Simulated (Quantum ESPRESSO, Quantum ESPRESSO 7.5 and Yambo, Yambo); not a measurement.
# Excitons of AlN (F-43m): kernels and approximations

Aim: follow the lowest exciton of AlN (F-43m) as the mesh is refined.

Method: PBE and many-body steps on it, plane waves, in Quantum ESPRESSO 7.5 and Yambo 5.3.0.

### Step 1. The structure

It takes space group F-43m (No. 216, cubic). The conventional cell has a = 4.368 Å, b = 4.368 Å, c = 4.368 Å, α = 90.00°, β = 90.00°, γ = 90.00°. Al has 4 N at 1.89 Å nearest. N has 4 Al at 1.89 Å nearest. Farther neighbours and most contacts between anions are not listed.

The cell and positions are those that the Materials Project relaxed with its own functionals (PBE, PBE+U or r2SCAN), kept fixed. This is not the form that AlN usually takes at ambient conditions.

### Step 2. Empty states on the mesh, 4×4×4 mesh, 51 bands

This step: Quantum ESPRESSO 7.5; DFT, PBE, plane waves, norm-conserving pseudopotentials.

The sums over transitions need many empty states on a uniform mesh; this step solves for them.

File pw.in:

```
&control
  calculation = 'nscf'
  prefix = 'x'
  outdir = 'o'
  pseudo_dir = 'pseudo'
/
&system
  ibrav = 0
  nat = 2
  ntyp = 2
  ecutwfc = 72.0
  nbnd = 51
  force_symmorphic = .true.
/
&electrons
  conv_thr = 1e-9
  electron_maxstep = 80
  diago_full_acc = .true.
  diago_thr_init = 5e-6
/
ATOMIC_SPECIES
  Al 26.982 Al.upf
  N 14.007 N.upf
CELL_PARAMETERS angstrom
  -0.0000000000 2.1839935596 2.1839935596
  2.1839935596 -0.0000000000 2.1839935596
  2.1839935596 2.1839935596 -0.0000000000
ATOMIC_POSITIONS crystal
  Al 0.0000000000 0.0000000000 0.0000000000
  N 0.7500000000 0.7500000000 0.7500000000
K_POINTS automatic
  4 4 4 0 0 0
```

Run with:

```sh
$ OMP_NUM_THREADS=1 mpirun -n 8 pw.x -nk 4 -in pw.in > pw.out
```

What it wrote:

```text
Program PWSCF v.7.5 starts

     This program is part of the open-source Quantum ESPRESSO suite
     for quantum simulation of materials; please cite
         "P. Giannozzi et al., J. Phys.:Condens. Matter 21 395502 (2009);
         "P. Giannozzi et al., J. Phys.:Condens. Matter 29 465901 (2017);
         "P. Giannozzi et al., J. Chem. Phys. 152 154105 (2020);
     in publications or presentations arising from this work. More details at

     Atomic positions and unit cell read from directory:
     o/x.save/

     Message from routine setup:
[...]
91.8324  91.8324  92.3060

          k =-0.3536-0.3536 0.3536 (  1458 PWs)   bands (ev):

[...]
66.7775  71.3619  72.8126  74.8721  74.8721  77.2795  77.2795  78.2690
    82.0128  85.8657  85.8657  88.7863  88.7863  91.6992  91.6992  92.8200
    93.8518  93.8518  94.5716

          k = 0.3536 0.0000 0.0000 (  1475 PWs)   bands (ev):

     [... further k-points ...]

     highest occupied, lowest unoccupied level (ev):     6.9565   10.2814

     XML data file, pseudopotentials, collected wavefunctions

=------------------------------------------------------------------------------=
   JOB DONE.
=------------------------------------------------------------------------------=
```

Run time: 1.4 s. Hardware: 8 MPI ranks of Intel Xeon at 2.60GHz (Ice Lake), shared host; peak memory 0.05 GiB.

This step gave:

- gap: 3.325 eV
- k of the valence top: 0, 0, 0
- k of the conduction bottom: 0, -0.5, -0.5
- least direct gap: 4.192 eV
- k points computed: 8
- lowest point of the top converged band, above the valence top: 80.5799 eV

On this mesh the gap is 3.325 eV.

The density comes from a self-consistent run that is not shown.

### Step 3. Conversion and set-up

This step: Yambo 5.3.0; conversion and set-up on PBE, plane waves, norm-conserving pseudopotentials.

The states are converted to the many-body program's format and the q mesh is built.

Run with:

```sh
$ (cd o/x.save; p2y > p2y.log; mv SAVE ../..); yambo > setup.log
```

What it wrote:

```text
 Yambo, version 5.3.0

 [02] CORE Variables Setup
 =========================

  [02.01] Unit cells
  ==================

  Cell kind             :  FCC
  Atoms in the cell     :  Al  N
  number of Al atoms    :  1
  number of N  atoms    :  1

  List of atomic masses
  Mass of Al    :  26.98200
  Mass of N     :  14.00700

  List of atomic coordinates    : [cc]
  Al1       :  0.000000  0.000000  0.000000  order 1
  N1       :  6.190725  6.190725  6.190725  order 2

  Alat factors          :  4.127150  4.127150  4.127150 [a.u.]
  Direct lattice volume :  140.5985 [a.u.]
[...]
==========================================

 IBZ Q-points                                      :   8
 BZ  Q-points                                      :   64

 K/Q-points units:
 rlu = crystal or reduced units; cc = cartesian coordinates; iku = interal k-units

 Q [1]          [rlu]:  0.000000  0.000000  0.000000
 Q [2]          [rlu]: -0.52978E-17 -0.52978E-17  0.25000
 Q [3]          [rlu]:  0.10596E-16  0.10596E-16 -0.50000
[...]
Q [7]          [rlu]:  0.39890E-16 -0.50000     -0.50000
 Q [8]          [rlu]:  0.250000 -0.500000 -0.250000

  [03.01] X indexes
  =================

   [03.01.01] Sigma indexes
   ========================

 [06] Game Over & Game summary
```

Elapsed: 2.3 s, on 1 MPI rank; peak memory 0.24 GiB.

### Step 4. Screening and self-energy, 4×4×4 mesh, 51 bands, screening to 163.3 eV

G0W0 replaces the xc potential by the self-energy, built once from these orbitals. Only a window of levels is corrected, while the sums run over the empty bands that the input names.

This step: G0W0 on PBE, plane waves, norm-conserving pseudopotentials.

File gw1.in:

```
HF_and_locXC
gw0
dyson
ppa
em1d
rim_cut
RandQpts= 1000000
RandGvec= 1 RL
EXXRLvcs= 72 Ry
VXCRLvcs= 288 Ry
Chimod= "HARTREE"
% BndsRnXp
 1 | 51 |
%
NGsBlkXp= 12 Ry
% LongDrXp
 1 | 1 | 1 |
%
% GbndRnge
 1 | 51 |
%
DysSolver= "n"
ExtendOut
PPAPntXp= 27.21138 eV
% QPkrange
 1 | 1 | 3 | 6 |
 7 | 7 | 3 | 6 |
%
```

Run with:

```sh
$ OMP_NUM_THREADS=1 mpirun -n 8 yambo -F gw1.in -J gw1 -C gw1 > gw1.log
```

What it wrote:

```text
 Yambo, version 5.3.0

 [02] CORE Variables Setup
 =========================

  [... cell, symmetries and grids as in the set-up ...]

  [02.05] Energies & Occupations
  ==============================

  [X] === General ===
  [X] Electronic Temperature                        :  0.000000  0.000000 [eV K]
  [X] Bosonic    Temperature                        :  0.000000  0.000000 [eV K]
  [X] Finite Temperature mode                       : no
  [X] El. density                                   :  0.38398E+24 [cm-3]
[...]
QP @ state[ 1 ] b range                          :   3   6
   QP @ state[ 2 ] K range                          :   7   7
   QP @ state[ 2 ] b range                          :   3   6
   GF energies kind                                 : Perdew, Burke & Ernzerhof(X)+Perdew, Burke & Ernzerhof(C)
   GF WF`s kind                                     : Perdew, Burke & Ernzerhof(X)+Perdew, Burke & Ernzerhof(C)
   Xs energies kind                                 : Perdew, Burke & Ernzerhof(X)+Perdew, Burke & Ernzerhof(C)
   Xs WF`s kind                                     : Perdew, Burke & Ernzerhof(X)+Perdew, Burke & Ernzerhof(C)

 [11] Game Over & Game summary
```

Run time: 8.3 s. Hardware: 8 MPI ranks; peak memory 2.2 GiB.

Numbers from this step:

| Item | Value |
| --- | --- |
| G0W0 gap on the points computed | 4.371 eV |
| starting gap on the mesh | 3.325 eV |
| k of the valence top | 0, 0, 0 |
| k of the conduction bottom | 0, -0.5, -0.5 |
| least direct G0W0 gap on the computed points | 5.518 eV |

The gap on the mesh goes from 3.32 eV to 4.37 eV, a correction of +1.05 eV.

The gap opens by 1.046 eV; the next steps shift the empty bands rigidly by 1.326 eV, the correction at the start's least direct gap.

### Step 5. Empty states on the mesh, 4×4×4 mesh, 12 bands

This step: Quantum ESPRESSO 7.5; DFT, PBE, plane waves, norm-conserving pseudopotentials.

pw.in: that of step 2 with these lines changed.

```diff
@@ -11,3 +11,3 @@
   ecutwfc = 72.0
-  nbnd = 51
+  nbnd = 12
   force_symmorphic = .true.
```

Run with:

```sh
$ OMP_NUM_THREADS=1 mpirun -n 8 pw.x -nk 4 -in pw.in > pw.out
```

What it wrote:

```text
[banner, memory and clock lines left out]
Program PWSCF v.7.5 starts

     Atomic positions and unit cell read from directory:
     o/x.save/

     Message from routine setup:
     using ibrav=0 with symmetry is DISCOURAGED, use correct ibrav instead

     bravais-lattice index     =            0
     lattice parameter (alat)  =       5.8367  a.u.
     unit-cell volume          =     140.5985 (a.u.)^3
     number of atoms/cell      =            2
     number of atomic types    =            2
     number of electrons       =         8.00
[...]
-8.0106   6.9565   6.9565   6.9565  11.1486  19.5460  19.5460  19.5460
    24.7019  24.7019  26.0437  26.0437

          k = 0.1768 0.1768-0.1768 (  1447 PWs)   bands (ev):

    -7.1600   3.6988   6.7010   6.7010  13.4084  17.9339  19.3059  19.3059
    23.2695  23.2695  24.1996  31.5170

          k =-0.3536-0.3536 0.3536 (  1458 PWs)   bands (ev):

    -5.9603   1.1012   6.4764   6.4764  14.3489  16.8022  18.1283  18.1283
    24.9257  27.0220  27.0220  30.5848

          k = 0.3536 0.0000 0.0000 (  1475 PWs)   bands (ev):

     [... further k-points ...]

     highest occupied, lowest unoccupied level (ev):     6.9565   10.2814

     XML data file, pseudopotentials, collected wavefunctions
```

Run time: 1.2 s. Hardware: 8 MPI ranks; peak memory 0.05 GiB; 7.5 s of CPU time.

Numbers from this step:

* gap: 3.325 eV
* k of the valence top: 0, 0, 0
* k of the conduction bottom: 0, -0.5, -0.5
* least direct gap: 4.192 eV
* k points computed: 8
* lowest point of the top converged band, above the valence top: 19.09 eV

On this mesh the gap is 3.325 eV.

### Step 6. Conversion and set-up

This step: Yambo 5.3.0; conversion and set-up on PBE, plane waves, norm-conserving pseudopotentials.

Run with:

```sh
$ (cd o/x.save; p2y > p2y.log; mv SAVE ../..); yambo > setup.log
```

What it wrote:

```text
 Yambo, version 5.3.0

 [02] CORE Variables Setup
 =========================

  [02.01] Unit cells
  ==================

  Cell kind             :  FCC
  Atoms in the cell     :  Al  N
  number of Al atoms    :  1
  number of N  atoms    :  1

  List of atomic masses
  Mass of Al    :  26.98200
  Mass of N     :  14.00700

  List of atomic coordinates    : [cc]
  Al1       :  0.000000  0.000000  0.000000  order 1
  N1       :  6.190725  6.190725  6.190725  order 2

  Alat factors          :  4.127150  4.127150  4.127150 [a.u.]
  Direct lattice volume :  140.5985 [a.u.]
[...]
==========================================

 IBZ Q-points                                      :   8
 BZ  Q-points                                      :   64

 K/Q-points units:
 rlu = crystal or reduced units; cc = cartesian coordinates; iku = interal k-units

 Q [1]          [rlu]:  0.000000  0.000000  0.000000
 Q [2]          [rlu]: -0.52978E-17 -0.52978E-17  0.25000
 Q [3]          [rlu]:  0.10596E-16  0.10596E-16 -0.50000
[...]
Q [7]          [rlu]:  0.39890E-16 -0.50000     -0.50000
 Q [8]          [rlu]:  0.250000 -0.500000 -0.250000

  [03.01] X indexes
  =================

   [03.01.01] Sigma indexes
   ========================

 [06] Game Over & Game summary
```

It took 2.3 s on 1 MPI rank; peak memory 0.24 GiB.

[end of part 1 of 4]

[Paths, hosts, dates, memory and timing lines, banners, echoed tables and standing remarks are left out of the program output.]

[Logs are printed without paths, hosts, clocks, repeated set-up lines and the standing remarks that a program may print on its own settings, such as how far it seeks lower states.]

[Runs of the session that timed out or met a known fault of the program may be left out.]

[Hosts, paths, dates, database ids (printed as entryN), source tags and the programs' standing remarks are cut or masked in the printed files.]
